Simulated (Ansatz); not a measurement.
An input for Ansatz 0.2.0 (TiO2 (C2/m)):

```yaml
crystal:
  lattice:
    - [6.1535771931, -1.8834685, 0.0]
    - [6.1535771931, 1.8834685, 0.0]
    - [-1.9283261078, 0.0, 6.3289668713]
  atoms:
    - { symbol: Ti, position: [0.804714, 0.804714, 0.716238] }
    - { symbol: Ti, position: [0.099929, 0.099929, 0.710398] }
    - { symbol: Ti, position: [0.195286, 0.195286, 0.283762] }
    - { symbol: Ti, position: [0.900071, 0.900071, 0.289602] }
    - { symbol: O, position: [0.0583525, 0.0583525, 0.369979] }
    - { symbol: O, position: [0.638069, 0.638069, 0.706603] }
    - { symbol: O, position: [0.1328115, 0.1328115, 0.004709] }
    - { symbol: O, position: [0.9416475, 0.9416475, 0.630021] }
    - { symbol: O, position: [0.7365115, 0.7365115, 0.3475] }
    - { symbol: O, position: [0.8671885, 0.8671885, 0.995291] }
    - { symbol: O, position: [0.2634885, 0.2634885, 0.6525] }
    - { symbol: O, position: [0.361931, 0.361931, 0.293397] }
kpoints:
  mp_grid: { grid: [4, 4, 2] }
  band_path:
    path:
      - [0.0, 0.0, 0.0]
      - [-0.27559497, 0.27559497, 0.0]
      - [-0.72440503, -0.27559497, 0.0]
      - [-0.5, -0.5, 0.0]
      - [-0.5, -0.5, 0.5]
      - [-0.73828134, -0.26171866, 0.5]
      - [-0.26171866, 0.26171866, 0.5]
      - [0.0, 0.0, 0.5]
      - [-0.714453206, -0.285546794, 0.5]
      - [-0.1, -0.1, 0.0]
    npoints: 1
hamiltonian:
  xc: pbe0
  pseudopotentials: { kind: paw, azcp: { folder: soft_1 } }
scf:
  occupations: { method: fixed }
  n_extra_bands: 8
output:
  eigenvalues: true
```

```sh
ansatz run input.yaml --threads 3 --pin off --max-ram 92160MiB --backend cuda --events-out ev --progress --plain --runs-dir out --devices 1 --max-vram 13GiB
```

Estimate wall time and host memory on 1 × NVIDIA H100 80GB HBM3 (shared by 6 runs) with 3 threads of AMD EPYC 7R13 (Zen 3), shared host.

It took 33 s; on shared hardware allow 16 s to 65 s. Peak host memory was 1.5 GiB. The sizes that set the cost: 2869 plane waves a state, 14 irreducible k points and 24 SCF cycles.

Exact exchange couples every pair of k points and filled bands, so it costs far more than a semilocal run.

[Paths, hosts, dates, memory and timing lines, banners, echoed tables and standing remarks are left out of the program output.]

[Logs are printed without paths, hosts, clocks, repeated set-up lines and the standing remarks that a program may print on its own settings, such as how far it seeks lower states.]

[Runs of the session that timed out or met a known fault of the program may be left out.]

[Cells called generated may have been cut or substituted from an entry of the Crystallography Open Database or the Materials Project.]

[Hosts, paths, dates, database ids (printed as entryN), source tags and the programs' standing remarks are cut or masked in the printed files.]
